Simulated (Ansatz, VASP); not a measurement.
Given: the input of a run of Ansatz 0.2.0 on MgB2.

input.yaml

```yaml
crystal:
  lattice:
    - [3.1455055572, 0.0, 0.0]
    - [-1.5727527786, 2.7240877203, 0.0]
    - [0.0, 0.0, 3.5920959734]
  atoms:
    - { symbol: Mg, position: [0.0, 0.0, 0.0] }
    - { symbol: B, position: [0.6666666667, 0.3333333333, 0.5] }
    - { symbol: B, position: [0.3333333333, 0.6666666667, 0.5] }
kpoints:
  mp_grid: { grid: [10, 10, 8] }
scf:
  occupations: { method: fermi_dirac, width: 0.05 }
hamiltonian:
  xc: lda
  pseudopotentials: { kind: all_electron, lapw: { basis_error: 0.002 } }
output:
  forces: true
  stress: true
  eigenvalues: true
```

Potentials or basis: all-electron LAPW, scalar-relativistic.

Command:

```bash
$ ansatz run input.yaml --threads 2 --pin off --max-ram 8192MiB --backend cpu --events-out ev --progress --plain --runs-dir out
```

Problem. Set up the same calculation for VASP 6.6.1. Potentials there: VASP PAW LDA potentials, release 64 (Mg, B).

Solution. As run (the cutoff follows the program's own potentials):

File INCAR:

```
  ALGO = Normal
  EDIFF = 1E-7
  ENCUT = 520
  ISIF = 2
  ISMEAR = -1
  LASPH = True
  LCHARG = False
  LREAL = False
  LWAVE = False
  NBANDS = 11
  NELM = 80
  PREC = Accurate
  SIGMA = 0.05
```

Contents of KPOINTS:

```
k-points
0
Gamma
  10 10 8
```

The input POSCAR:

```
MgB2
1.0
    3.1455055572      0.0000000000      0.0000000000
   -1.5727527786      2.7240877203      0.0000000000
    0.0000000000      0.0000000000      3.5920959734
Mg B
1 2
Direct
    0.0000000000      0.0000000000      0.0000000000
    0.6666666667      0.3333333333      0.5000000000
    0.3333333333      0.6666666667      0.5000000000
```

Potentials or basis: VASP PAW LDA potentials, release 64 (Mg, B).

Launch:

```bash
$ cat potpaw_LDA.64/Mg/POTCAR potpaw_LDA.64/B/POTCAR > POTCAR
$ mpirun -np 1 vasp_std > vasp.out
```

Both were run:

|  | VASP | Ansatz | Ansatz less VASP |
| --- | --- | --- | --- |
| gap on the k mesh at the Fermi level (eV) | none | none | - |
| pressure (GPa) | -15.1 | -14.6 | +0.57 |
| largest component of the traceless stress (GPa) | 2.45 | 2.57 | +0.117 |

A gap of «none» marks a metal or a gap that the smearing closes. Ansatz ran all-electron here, so the differences hold the error of VASP's frozen core and of both bases.

Caveats: so large a pressure means that the cell lies far from this level's equilibrium, or that cutoff or potentials fall short (VASP).
